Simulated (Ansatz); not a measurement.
# 2H-WS2 bilayer (2H stacking) in a perpendicular field

Wanted: the out-of-plane response of the 2H-WS2 bilayer (2H stacking). A positive field points along +c.

Main program and level: Ansatz 0.2.0; plane-wave DFT, PBE-D3(BJ), Ansatz PAW.

## 1. Starting point

The cell holds 6 atoms: 4 S and 2 W. Its edges and angles: a = 3.180 Å, b = 3.180 Å, c = 50.951 Å, α = 90.0°, β = 90.0°, γ = 120.0°. Regions: layer 1: 2H-WS2, 3 atoms (2 S and 1 W); layer 2: 2H-WS2, 3 atoms (2 S and 1 W). Vacuum lies along c.

As a file:

```cif
data_structure
_symmetry_space_group_name_H-M 'P 1'
_symmetry_Int_Tables_number 1
_cell_length_a 3.1800
_cell_length_b 3.1800
_cell_length_c 50.9512
_cell_angle_alpha 90.000
_cell_angle_beta 90.000
_cell_angle_gamma 120.000
_cell_volume 446.21
loop_
_atom_site_label
_atom_site_type_symbol
_atom_site_fract_x
_atom_site_fract_y
_atom_site_fract_z
_atom_site_occupancy
S1 S 0.33333 0.66667 0.40235 1
W2 W 0.00000 0.00000 0.43645 1
S3 S 0.33333 0.66667 0.47056 1
S4 S 0.00000 0.00000 0.52944 1
W5 W 0.33333 0.66667 0.56355 1
S6 S 0.00000 0.00000 0.59765 1
```

## 2. Relaxing the slab

The starting cell is a guess, so the in-plane lattice and the atoms are relaxed first, with the slab cut off from its images along the normal.

File input.yaml:

```yaml
crystal:
  lattice:
    - [3.18, 0.0, 0.0]
    - [-1.59, 2.753960784, 0.0]
    - [0.0, 0.0, 50.9512404664]
  atoms:
    - { symbol: S, position: [0.3333333333, 0.6666666667, 0.4023454544] }
    - { symbol: W, position: [0.0, 0.0, 0.4364527716] }
    - { symbol: S, position: [0.3333333333, 0.6666666667, 0.4705600887] }
    - { symbol: S, position: [0.0, 0.0, 0.5294399113] }
    - { symbol: W, position: [0.3333333333, 0.6666666667, 0.5635472284] }
    - { symbol: S, position: [0.0, 0.0, 0.5976545456] }
  periodic: [true, true, false]
kpoints:
  mp_grid: { grid: [12, 12, 1] }
hamiltonian:
  xc: pbe
  dispersion: d3bj
scf:
  occupations: { method: fermi_dirac, width: 0.05 }
  convergence: { dr2_threshold: 1.0e-09 }
relax:
  f_tol: 0.004
  max_steps: 90
  cell: {}
output:
  write_potential: true
  write_density: true
  volumetric_format: npy
```

On the command line:

```
$ ansatz run input.yaml --threads 2 --pin off --max-ram 4096MiB --backend cpu --events-out ev --progress --plain --runs-dir out
```

Numbers of over 12 decimals in the logs are rounded to 6 here.

The log of the run:

```text
Warning: relax.cell: scf.convergence.dr2_threshold = 1e-9 eV is looser than the 1.50734076334e-10 eV advised for a relaxation that steers and ends on the stress (1e-10 eV for each atom of the cell: 6, times the square of relax.cell.stress_2d_tol = 0.05 N/m over 20.0 Å (the atoms' height at the walk's start and 5 Å past either face), 2.506e-2 GPa, over a crystal's default 0.05). What an SCF threshold leaves in a stress goes as its square root, and in the free energy as the threshold itself, and one threshold admits the most on a small cell: [figures from the program's tests cut] Set scf.convergence.dr2_threshold to 1.50734076334e-10 eV or tighter. [rest of the remark cut]
Engine: ansatz 0.2.0, x86_64-unknown-linux-gnu
Pseudopotentials: kind: paw
Pseudopotential: S, paw, valence charge 6, recommended cutoff 420 eV (normal), S.paw.azcp
Pseudopotential: W, paw, valence charge 14, recommended cutoff 420 eV (normal), W.paw.azcp
Functional definition: PBE
  parameter kappa = 0.804
  parameter beta = 0.066725
  exchange = pbe_x(kappa = kappa, mu = beta*pi^2/3)
  correlation = pbe_c(beta = beta)
Crystal: 6 atoms, lattice volume = 446.210 Å³
Basis set: ecut = 420 eV, 8763 PW (Γ), exchange–correlation on 48×48×720 points (8 copies of the dense FFT grid, shifted against one another)
Bands: 32, of which v1, the nominal top of the filled ones, is band 26 counted from 1 (25 counted from 0)
Symmetry: 12 space group operations
Space group: P-3m1 (ITA 164), of the structure as read, at distance tolerance 7.6e-5 Å
k-points: 19 of 144
Non-local potential: S, projectors of the file, l = 0: 2, l = 1: 2, l = 2: 2
Non-local potential: W, projectors of the file, l = 0: 3, l = 1: 2, l = 2: 2, l = 3: 1
PAW form: soft (Blöchl's): semilocal exchange-correlation on the pseudo side does not see the compensation charge
PAW one-centre angular grid: S, 110 points (default); XC on 64 Gauss nodes
PAW one-centre angular grid: W, 590 points (default); XC on 64 Gauss nodes
Initial density: superposition of atomic densities (neutral atoms: chi_scale 0, normalization atom), corrected by the library's trained network
Initial wavefunctions: pseudopotential atomic-orbital guess
Functional: x = pbe(κ = 0.804, μ = 0.219515), c = pbe(β = 0.066725)
SCF iter   1: F=—  HF=-24383.987682 eV  |F-HF|=—  |Δ(HF+E_count)|=         —  Δρ=2.69e-3  dr2=7.74e-2  ethr=1.77e-3  ⟨swp⟩=12.7  Hψ=4375  notcnv=0
preconditioner: auto → Resta (q_TF=auto, 1.907 Å⁻¹)  ε∞=2.9  [insulator: Δε(μ)=1.178 eV  Ē_g=7.694 eV  σ=0.050 eV  W_gap=1.00  n_scr=30 (ndim 8)  ℏωp=10.5 eV  f_vac=0.730  D(μ)=0.00/eV (n_scr^D=0)  ε∞_Penn≈2.9  vacuum switching on, ρ_ref=4.3e-3 e/Å³]
SCF iter   2: F=—  HF=-24384.006772 eV  |F-HF|=—  |Δ(HF+E_count)|=   1.91e-2  Δρ=2.27e-3  dr2=1.68e-1  ethr=1.49e-4  ⟨swp⟩=4.4  Hψ=1566  notcnv=0  defer=17
SCF iter   3: F=—  HF=-24383.995879 eV  |F-HF|=—  |Δ(HF+E_count)|=   1.09e-2  Δρ=1.11e-3  dr2=4.33e-3  ethr=1.49e-4  ⟨swp⟩=3.2  Hψ=1042  notcnv=0  defer=15
SCF iter   4: F=—  HF=-24383.999143 eV  |F-HF|=—  |Δ(HF+E_count)|=   3.26e-3  Δρ=2.90e-4  dr2=1.04e-3  ethr=8.33e-6  ⟨swp⟩=3.4  Hψ=1347  notcnv=0  defer=15
SCF iter   5: F=—  HF=-24383.999051 eV  |F-HF|=—  |Δ(HF+E_count)|=   9.18e-5  Δρ=8.22e-5  dr2=8.25e-5  ethr=2.00e-6  ⟨swp⟩=2.8  Hψ=1007  notcnv=0  defer=15
SCF iter   6: F=—  HF=-24383.999014 eV  |F-HF|=—  |Δ(HF+E_count)|=   3.70e-5  Δρ=3.21e-5  dr2=4.69e-6  ethr=1.59e-7  ⟨swp⟩=3.3  Hψ=1295  notcnv=0  defer=15
SCF iter   7: F=—  HF=-24383.998888 eV  |F-HF|=—  |Δ(HF+E_count)|=   1.26e-4  Δρ=7.88e-6  dr2=5.25e-7  ethr=9.03e-9  ⟨swp⟩=3.3  Hψ=1379  notcnv=0  defer=15
SCF iter   8: F=—  HF=-24383.998888 eV  |F-HF|=—  |Δ(HF+E_count)|=   2.58e-7  Δρ=2.64e-6  dr2=5.81e-8  ethr=1.01e-9  ⟨swp⟩=2.9  Hψ=1173  notcnv=0  defer=15
SCF iter   9: F=—  HF=-24383.998888 eV  |F-HF|=—  |Δ(HF+E_count)|=   1.98e-9  Δρ=5.00e-7  dr2=1.19e-9  ethr=1.12e-10  ⟨swp⟩=3.6  Hψ=1384  notcnv=0  defer=15
SCF iter  10: F=-24383.998888 eV  HF=-24383.998888 eV  |F-HF|=8.84e-10  |Δ(HF+E_count)|=   4.82e-9  Δρ=1.14e-7  dr2=8.00e-11  ethr=1.92e-12  ⟨swp⟩=12.8  Hψ=5346  notcnv=0
SCF 1 converged in 10 iterations: F = -24383.998888 eV  dr2 = 8.00e-11
  greatest PAW one-centre occupation: 1.000 electrons in one spin orbital (limit 2), on the W atom at site 4 (counted from 0), in its partial waves of l = 0
relax step   1: F+E_penalty+E_count = -24383.99888805 eV  Δ(F+E_penalty+E_count) = +0.000e0 eV  max|allowed force component| = 2.684e0 eV/Å  Δτ_max = 0.0000 Å  P = -12.920 N/m  Ω = 446.210 Å³  fix = [c, alpha, beta]  reactions: c -0.000 N/m  (10 SCF iters, accepted)
Crystal: 6 atoms, lattice volume = 441.907 Å³
Basis set: ecut = 420 eV, 8535 PW (Γ), exchange–correlation on 48×48×720 points (8 copies of the dense FFT grid, shifted against one another)
Initial density: handed on by an earlier stage of this run
Initial wavefunctions: those handed on with the density
iter 1 solved again at ethr=9.42e-4 eV; its pass at ethr=3.10e-3 eV (dr2=4.90e-1 eV) is discarded
SCF iter   1: F=—  HF=-24385.043898 eV  |F-HF|=—  |Δ(HF+E_count)|=         —  Δρ=8.30e-3  dr2=5.20e-1  ethr=9.42e-4  ⟨swp⟩=2.0  Hψ=5397  notcnv=0
eigensolver tolerance schedule calibrated: the retry pair's looser diagonalisation under-reported the residual by θ = 0.06 (0.11/decade); ethr = c·dr2/N_el runs at the constant in force after the calibration composes with the one it found (an armed cap, an earlier calibration), c = 7.9e-2
preconditioner: auto → Resta (q_TF=auto, 1.910 Å⁻¹)  ε∞=2.6  [insulator: Δε(μ)=1.365 eV  Ē_g=8.405 eV  σ=0.050 eV  W_gap=1.00  n_scr=30 (ndim 8)  ℏωp=10.6 eV  f_vac=0.740  D(μ)=0.00/eV (n_scr^D=0)  ε∞_Penn≈2.6  vacuum switching on, ρ_ref=5.1e-3 e/Å³]
SCF iter   2: F=—  HF=-24384.975506 eV  |F-HF|=—  |Δ(HF+E_count)|=   6.84e-2  Δρ=4.49e-3  dr2=1.90e-1  ethr=7.94e-4  ⟨swp⟩=4.3  Hψ=1277  notcnv=0  defer=1
SCF iter   3: F=—  HF=-24384.943422 eV  |F-HF|=—  |Δ(HF+E_count)|=   3.21e-2  Δρ=2.36e-3  dr2=2.10e-2  ethr=2.90e-4  ⟨swp⟩=4.0  Hψ=1352  notcnv=0  defer=14
SCF iter   4: F=—  HF=-24384.940038 eV  |F-HF|=—  |Δ(HF+E_count)|=   3.38e-3  Δρ=5.18e-4  dr2=1.67e-3  ethr=3.21e-5  ⟨swp⟩=3.3  Hψ=1246  notcnv=0  defer=14
SCF iter   5: F=—  HF=-24384.940169 eV  |F-HF|=—  |Δ(HF+E_count)|=   1.31e-4  Δρ=2.51e-4  dr2=2.16e-3  ethr=2.55e-6  ⟨swp⟩=3.6  Hψ=1383  notcnv=0  defer=14
SCF iter   6: F=—  HF=-24384.939977 eV  |F-HF|=—  |Δ(HF+E_count)|=   1.92e-4  Δρ=8.42e-5  dr2=3.87e-5  ethr=2.55e-6  ⟨swp⟩=2.6  Hψ=861  notcnv=0  defer=13
SCF iter   7: F=—  HF=-24384.940082 eV  |F-HF|=—  |Δ(HF+E_count)|=   1.05e-4  Δρ=2.46e-5  dr2=4.34e-6  ethr=5.91e-8  ⟨swp⟩=3.5  Hψ=1438  notcnv=0  defer=13
[...]
SCF iter   4: F=—  HF=-24385.001783 eV  |F-HF|=—  |Δ(HF+E_count)|=   4.95e-3  Δρ=1.34e-3  dr2=1.52e-2  ethr=1.69e-4  ⟨swp⟩=2.9  Hψ=978  notcnv=0  defer=8
SCF iter   5: F=—  HF=-24385.001023 eV  |F-HF|=—  |Δ(HF+E_count)|=   7.59e-4  Δρ=4.89e-4  dr2=1.28e-3  ethr=2.91e-5  ⟨swp⟩=2.9  Hψ=1148  notcnv=0  defer=5
SCF iter   6: F=—  HF=-24385.002850 eV  |F-HF|=—  |Δ(HF+E_count)|=   1.83e-3  Δρ=9.33e-4  dr2=6.02e-3  ethr=2.45e-6  ⟨swp⟩=3.8  Hψ=1562  notcnv=0  defer=3
SCF iter   7: F=—  HF=-24385.000960 eV  |F-HF|=—  |Δ(HF+E_count)|=   1.89e-3  Δρ=1.10e-4  dr2=9.80e-5  ethr=2.45e-6  ⟨swp⟩=3.1  Hψ=1322  notcnv=0  defer=3
SCF iter   8: F=—  HF=-24385.000947 eV  |F-HF|=—  |Δ(HF+E_count)|=   1.34e-5  Δρ=8.25e-6  dr2=7.19e-7  ethr=1.89e-7  ⟨swp⟩=3.4  Hψ=1410  notcnv=0  defer=3
SCF iter   9: F=—  HF=-24385.000818 eV  |F-HF|=—  |Δ(HF+E_count)|=   1.29e-4  Δρ=1.94e-6  dr2=2.64e-8  ethr=1.38e-9  ⟨swp⟩=4.4  Hψ=1625  notcnv=0  defer=4
SCF iter  10: F=-24385.000818 eV  HF=-24385.000818 eV  |F-HF|=1.06e-10  |Δ(HF+E_count)|=   1.57e-8  Δρ=4.44e-7  dr2=7.77e-10  ethr=1.92e-12  ⟨swp⟩=12.7  Hψ=6673  notcnv=0
SCF 3 converged in 10 iterations: F = -24385.000818 eV  dr2 = 7.77e-10
relax step   3: F+E_penalty+E_count = -24385.00081796 eV  Δ(F+E_penalty+E_count) = -6.086e-2 eV  max|allowed force component| = 1.393e-1 eV/Å  Δτ_max = 0.1924 Å  P = -0.247 N/m  Ω = 438.797 Å³  energy of the carried Pulay correction = +2.705e-4 eV  fix = [c, alpha, beta]  reactions: c -0.000 N/m  (10 SCF iters, accepted)
[...]
relax step   4: F+E_penalty+E_count = -24384.99888382 eV  Δ(F+E_penalty+E_count) = +1.934e-3 eV  max|allowed force component| = 4.307e-2 eV/Å  Δτ_max = 0.1127 Å  P = +0.198 N/m  Ω = 439.620 Å³  energy of the carried Pulay correction = +2.403e-4 eV  fix = [c, alpha, beta]  (11 SCF iters, rejected (line search))
[...]
relax step   5: F+E_penalty+E_count = -24385.00423416 eV  Δ(F+E_penalty+E_count) = -3.416e-3 eV  max|allowed force component| = 6.979e-3 eV/Å  Δτ_max = 0.0371 Å  P = +0.042 N/m  Ω = 439.549 Å³  energy of the carried Pulay correction = +2.429e-4 eV  fix = [c, alpha, beta]  reactions: c +0.000 N/m  (10 SCF iters, accepted)
[...]
relax step   6: F+E_penalty+E_count = -24385.00431506 eV  Δ(F+E_penalty+E_count) = -8.090e-5 eV  max|allowed force component| = 1.232e-3 eV/Å  Δτ_max = 0.0104 Å  P = -0.000 N/m  Ω = 439.722 Å³  energy of the carried Pulay correction = +2.365e-4 eV  fix = [c, alpha, beta]  reactions: c -0.000 N/m  (9 SCF iters, accepted)
Initial wavefunctions: pseudopotential atomic-orbital guess (no wavefunctions were taken with the density)
iter 1 solved again at ethr=1.22e-7 eV; its pass at ethr=3.10e-3 eV (dr2=6.35e-5 eV) is discarded
SCF iter   1: F=—  HF=-24385.004265 eV  |F-HF|=—  |Δ(HF+E_count)|=         —  Δρ=1.20e-5  dr2=9.14e-8  ethr=1.22e-7  ⟨swp⟩=7.3  Hψ=8110  notcnv=0
preconditioner: auto → Resta (q_TF=auto, 1.911 Å⁻¹)  ε∞=2.6  [insulator: Δε(μ)=1.352 eV  Ē_g=8.428 eV  σ=0.050 eV  W_gap=1.00  n_scr=30 (ndim 8)  ℏωp=10.6 eV  f_vac=0.745  D(μ)=0.00/eV (n_scr^D=0)  ε∞_Penn≈2.6  vacuum switching on, ρ_ref=5.2e-3 e/Å³]
SCF iter   2: F=—  HF=-24385.004048 eV  |F-HF|=—  |Δ(HF+E_count)|=   2.17e-4  Δρ=6.10e-6  dr2=2.49e-8  ethr=1.76e-10  ⟨swp⟩=5.2  Hψ=2109  notcnv=0
SCF iter   3: F=—  HF=-24385.004048 eV  |F-HF|=—  |Δ(HF+E_count)|=   1.66e-8  Δρ=1.44e-6  dr2=2.90e-8  ethr=4.78e-11  ⟨swp⟩=3.1  Hψ=1275  notcnv=0
SCF iter   4: F=-24385.004048 eV  HF=-24385.004048 eV  |F-HF|=9.46e-11  |Δ(HF+E_count)|=   4.26e-9  Δρ=3.60e-7  dr2=4.07e-10  ethr=1.92e-12  ⟨swp⟩=16.4  Hψ=6783  notcnv=0
SCF 7 converged in 4 iterations: F = -24385.004048 eV  dr2 = 4.07e-10
relax step   7: F+E_penalty+E_count = -24385.00404822 eV  Δ(F+E_penalty+E_count) = +2.668e-4 eV  max|allowed force component| = 1.235e-3 eV/Å  Δτ_max = 0.0000 Å  P = +0.004 N/m  Ω = 439.722 Å³  fix = [c, alpha, beta]  reactions: c +0.000 N/m  stress off target by 4.05e-3 N/m on what of the cell is left free  SCF on the basis re-selected at this cell (its energy is not comparable with the rows above)  (4 SCF iters)
basis re-selected at this cell: Δ(F+E_penalty+E_count) = +2.668e-4 eV, ΔP = +0.004 N/m vs the last step (what re-selecting the basis moved, of the pressure what is left beyond the Pulay correction that the steps carried, after the strain that the cell walked since its last selection, with what the two solves' SCF thresholds leave and, on support functions, any second-order correction that the steps lacked; it is no m [...]
WARN: The output density's exchange-correlation potential varies sharply where the density is thin. Do not read a vacuum level from v_tot or v_xc, or from such a field of the output density. On a cell that repeats whose density bears no net charge and no dipole along the vacuum's axis use v_es (v_loc + v_h of the components); under efield.dipole_correction with no amplitude use v_es + v_field, which holds any externa [...]
SCF converged after 4 iterations
Free energy (F): -24385.004048 eV
Harris-Foulkes:  -24385.004048 eV  (|F-HF|=9.46e-11)
Internal energy: -24385.004048 eV  (E = F + TS)
E sigma→0 (E₀):  -24385.004048 eV
Entropy (-TS):   -0.000000 eV (-0.000 meV/atom)
Fermi energy:    -4.633429 eV
--- Per-component energies (eV) ---
  E_band       = -1244.906683
  E_kinetic    = 1333.567853
  E_local      = -257659.489894  (includes V_loc(G=0)·N_el)
  E_nonlocal   = 114.698937
  E_hartree    = 128033.573352
  E_xc         = -924.722781
  E_vxc        = -830.610962  (∫ρ·V_xc dr)
  E_paw        = -19526.293198  (= ΣΔE_a)
  E_vpaw       = -270.222181  (= ΣTr[D̂ρ^β])
  E_aug_tail   = -0.000124  (compensation charges beyond the density's cutoff)
  E_ewald      = 124245.878752
  E_disp       = -2.216945  (pairwise vdW)
  E_smearing   = -0.000000  (= −TS)
  E_closure    = -0.000000  (closes the sum)
  Σ components = -24385.004048   (vs F -24385.004048, Δ=0.00e0)
--- Forces (eV/Å), atoms counted from 1 ---
  atom   1  S      0.00000000     0.00000000     0.00076473
  atom   2  W     -0.00000000    -0.00000000    -0.00123538
  atom   3  S     -0.00000000     0.00000000    -0.00086736
  atom   4  S      0.00000000    -0.00000000     0.00086736
  atom   5  W      0.00000000     0.00000000     0.00123538
  atom   6  S      0.00000000    -0.00000000    -0.00076473
  max |Σ_I F_I| component: 2.31e-18 eV/Å
--- 2D stress c σ (N/m, compression-positive) ---
        0.004047       0.000000       0.000000
       -0.000000       0.004047       0.000000
        0.000000       0.000000       0.000000
  P = ½ c Tr σ = 0.0040 N/m
--- Band table (eV; the first three rows and the last of 19) ---
  k-point 0: bands = [... 22 lower, -7.2438, -7.2438, -6.0169, -5.2665, -2.7690, -2.7690, -2.7510, -2.7510, ... 2 higher]
  k-point 1: bands = [... 22 lower, -7.2022, -6.8949, -6.0353, -5.4341, -2.8997, -2.8674, -2.8543, -2.7982, ... 2 higher]
  k-point 2: bands = [... 22 lower, -7.2872, -6.8877, -6.1928, -5.9503, -3.4203, -3.1255, -3.0249, -2.8826, ... 2 higher]
  k-point 18: bands = [... 22 lower, -8.0861, -8.0861, -5.7604, -5.6400, -3.7605, -3.7605, -2.7685, -2.0923, ... 2 higher]
  the weakly bound empty levels are not read free of the cell's end (no_gap_told)
--- Relaxed structure (6 steps of the walk, 5 accepted, 1 SCFs on fresh bases) ---
  F+E_penalty+E_count = -24385.00404822 eV   max|allowed force component| = 1.235e-3 eV/Å   (the final SCF, on the basis selected at the relaxed cell)
  cell:  # Å, volume = 439.7218 Å³
    - [3.156794, 0, 0]
    - [-1.578397, 2.733864, 0]
    - [0, 0, 50.9512404664]
  atoms:
    - { symbol: S, position: [0.333333, 0.666667, 0.409380] }
    - { symbol: W, position: [1.1546305745930005e-17, -5.0885221963063393e-17, 0.440322] }
    - { symbol: S, position: [0.333333, 0.666667, 0.471227] }
    - { symbol: S, position: [8.856695411076195e-18, -5.088522196306341e-17, 0.528773] }
    - { symbol: W, position: [0.333333, 0.666667, 0.559678] }
    - { symbol: S, position: [5.080479360999877e-18, -5.088522196306341e-17, 0.590620] }
```

The job ended after 3.6 min (2 threads of Intel Xeon at 2.50GHz (Skylake/Cascade Lake), shared host; peak memory 0.79 GiB; 6.5 min of CPU time).

The steps of the relaxation:

```csv
step,energy less that of the first step (eV),largest force component (eV/Å),volume (Å³)
1,0.0000,2.6840,446.21
2,-0.9411,0.6414,441.91
3,-1.0019,0.1393,438.80
4,-1.0000,0.0431,439.62
5,-1.0053,0.0070,439.55
6,-1.0054,0.0012,439.72
7*,-1.0052,0.0012,439.72
```

Relaxation steps marked * repeat the geometry before them on a plane-wave basis chosen anew for their cell, so energy and pressure can jump there. Relaxation step 4 was tried and not accepted.

The run keeps the 12 symmetry operations that it works with, so distortions that break them were not tested.

```csv
cell as run,before,after,change
a (Å),3.180,3.157,-0.7 %
b (Å),3.180,3.157,-0.7 %
```

The atoms that moved most (Å, along periodic axes as changes of fractional coordinates times the final cell, across vacuum about the mean position):

```csv
atom,dx,dy,dz,length
S6,0.000,0.000,-0.358,0.358
S1,0.000,0.000,0.358,0.358
W2,0.000,0.000,0.197,0.197
W5,0.000,0.000,-0.197,0.197
S4,0.000,0.000,-0.034,0.034
S3,0.000,0.000,0.034,0.034
```

Final coordinates:

```cif
data_structure
_symmetry_space_group_name_H-M 'P 1'
_symmetry_Int_Tables_number 1
_cell_length_a 3.1568
_cell_length_b 3.1568
_cell_length_c 50.9512
_cell_angle_alpha 90.000
_cell_angle_beta 90.000
_cell_angle_gamma 120.000
_cell_volume 439.72
loop_
_atom_site_label
_atom_site_type_symbol
_atom_site_fract_x
_atom_site_fract_y
_atom_site_fract_z
_atom_site_occupancy
S1 S 0.33333 0.66667 0.40938 1
W2 W 0.00000 0.00000 0.44032 1
S3 S 0.33333 0.66667 0.47123 1
S4 S 0.00000 0.00000 0.52877 1
W5 W 0.33333 0.66667 0.55968 1
S6 S 0.00000 0.00000 0.59062 1
```

The lattice constant a goes from 3.180 to 3.157 Å.

(Part 1 of 3 ends here.)

[Logs are printed without paths, hosts, clocks, repeated set-up lines and the standing remarks that a program may print on its own settings, such as how far it seeks lower states.]

[Hosts, paths, dates, database ids (printed as entryN), source tags and the programs' standing remarks are cut or masked in the printed files.]

[Maps of the electrostatic potential energy from Ansatz leave out the sawtooth potential of an applied field or a dipole correction, so their vacuum need not be flat; planar profiles and work functions include it.]
